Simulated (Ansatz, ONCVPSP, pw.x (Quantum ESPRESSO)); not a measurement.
# pw.x on sc Sm: one setting changed

Potential: optimised norm-conserving Vanderbilt (ONCV), ONCVPSP 4.0.1.1 (patched build), PBE; core [Kr] 4d10, reference 4f6 5s2 5p6; waves: 5s: rc 2.10 bohr, ncon 3, nbas 7, qcut 4.4 1/bohr, 2 projectors, debl 2.6 Ha; 5p: rc 1.85 bohr, ncon 3, nbas 8, qcut 3.7 1/bohr, 3 projectors, debl 0.8 Ha; d scattering state at 0.06 Ha: rc 2.10 bohr, ncon 3, nbas 7, qcut 4.7 1/bohr, 2 projectors, debl 3.7 Ha; 4f: rc 1.65 bohr, ncon 3, nbas 8, qcut 10.8 1/bohr, 1 projector; local part: polynomial inside 1.30 bohr (lpopt 5, dvloc0 0 Ha); core correction: Teter function fitted to the true core (icmod 2), fcfact 0.6. In the p channel the program set the typed energies aside and used -1.343, 0.250, 1.050 Ha. In the d channel the program set the typed energies aside and used 0.050, 3.750 Ha.

The reference run (k-mesh 12³, cutoffs 145/580 Ry, Fermi–Dirac 0.01 Ry, mixing_beta 0.4, conv_thr 1e-9, no spin) gives -0.85 GPa at 18.032 Å³/atom, where all-electron LAPW gives -0.53 GPa. This run, with its own iteration cap, changes smearing to mp.

```
&control
  calculation='scf', prefix='x', pseudo_dir='./', outdir='./tmp', tstress=.true., disk_io='none'
/
&system
  ibrav=0, nat=1, ntyp=1, ecutwfc=145, ecutrho=580, nbnd=16,
  occupations='smearing', smearing='mp', degauss=0.01
/
&electrons
  conv_thr=1e-09, mixing_beta=0.4, electron_maxstep=50
/
ATOMIC_SPECIES
Sm 1.0 Sm.UPF
CELL_PARAMETERS angstrom
  2.62229351 0.00000000 0.00000000
  0.00000000 2.62229351 0.00000000
  0.00000000 0.00000000 2.62229351
ATOMIC_POSITIONS crystal
Sm 0.0000 0.0000 0.0000
K_POINTS automatic
12 12 12 0 0 0
```

```bash
pw.x < Sm.scf.in > Sm.scf.out
```

How does the run end?

It converges in 24 iterations; the free energy moves by +268.0 meV/atom and the pressure by -4.29 GPa. This scheme is built to cancel the term in the square of the width that Fermi–Dirac smearing leaves in the F of a metal.

```
Message from routine setup:
     using ibrav=0 with symmetry is DISCOURAGED, use correct ibrav instead
     lattice parameter (alat)  =       4.9554  a.u.
     unit-cell volume          =     121.6860 (a.u.)^3
     number of electrons       =        16.00
     number of Kohn-Sham states=           16
     kinetic-energy cutoff     =     145.0000  Ry
     charge density cutoff     =     580.0000  Ry
     scf convergence threshold =      1.0E-09
     Exchange-correlation= PBE
     number of k points=    84  Methfessel-Paxton smearing, width (Ry)=  0.0100
     iteration #  1     ecut=   145.00 Ry     beta= 0.40
     total energy              =    -190.28817315 Ry
     estimated scf accuracy    <      21.37121311 Ry
     iteration #  2     ecut=   145.00 Ry     beta= 0.40
     total energy              =    -195.30028977 Ry
     estimated scf accuracy    <       8.41175032 Ry
     iteration #  3     ecut=   145.00 Ry     beta= 0.40
     total energy              =    -196.31420013 Ry
     estimated scf accuracy    <       0.07217336 Ry
     iteration #  4     ecut=   145.00 Ry     beta= 0.40
     total energy              =    -196.31453860 Ry
     estimated scf accuracy    <       0.06225646 Ry
     iteration #  5     ecut=   145.00 Ry     beta= 0.40
     total energy              =    -196.32759744 Ry
     estimated scf accuracy    <       0.09150406 Ry
     iteration #  6     ecut=   145.00 Ry     beta= 0.40
     total energy              =    -196.33599300 Ry
     estimated scf accuracy    <       0.00075510 Ry
     [... 12 iterations left out ...]
     iteration # 19     ecut=   145.00 Ry     beta= 0.40
     total energy              =    -196.33613082 Ry
     estimated scf accuracy    <       0.00000018 Ry
     iteration # 20     ecut=   145.00 Ry     beta= 0.40
     total energy              =    -196.33613080 Ry
     estimated scf accuracy    <       0.00000010 Ry
     iteration # 21     ecut=   145.00 Ry     beta= 0.40
     total energy              =    -196.33613079 Ry
     estimated scf accuracy    <       0.00000007 Ry
     iteration # 22     ecut=   145.00 Ry     beta= 0.40
     total energy              =    -196.33613076 Ry
     estimated scf accuracy    <       0.00000005 Ry
     iteration # 23     ecut=   145.00 Ry     beta= 0.40
     total energy              =    -196.33613075 Ry
     estimated scf accuracy    <       0.00000001 Ry
     iteration # 24     ecut=   145.00 Ry     beta= 0.40
     the Fermi energy is    23.1269 ev
!    total energy              =    -196.33613075 Ry
     estimated scf accuracy    <          8.7E-11 Ry
     smearing contrib. (-TS)   =      -0.00011953 Ry
     The total energy is F=E-TS. E is the sum of the following terms:
     one-electron contribution =     -17.13946973 Ry
     hartree contribution      =      28.93459648 Ry
     xc contribution           =     -61.55452890 Ry
     ewald contribution        =    -146.57660907 Ry
     convergence has been achieved in  24 iterations
          total   stress  (Ry/bohr**3)                   (kbar)     P=      -51.36
     Message from routine punch:
     Nothing written, as per user request (disk_io='none')
```

The run took about 3.7 min on one core of a shared host (Neoverse-N1, 64 threads, 124 GiB, load 57).
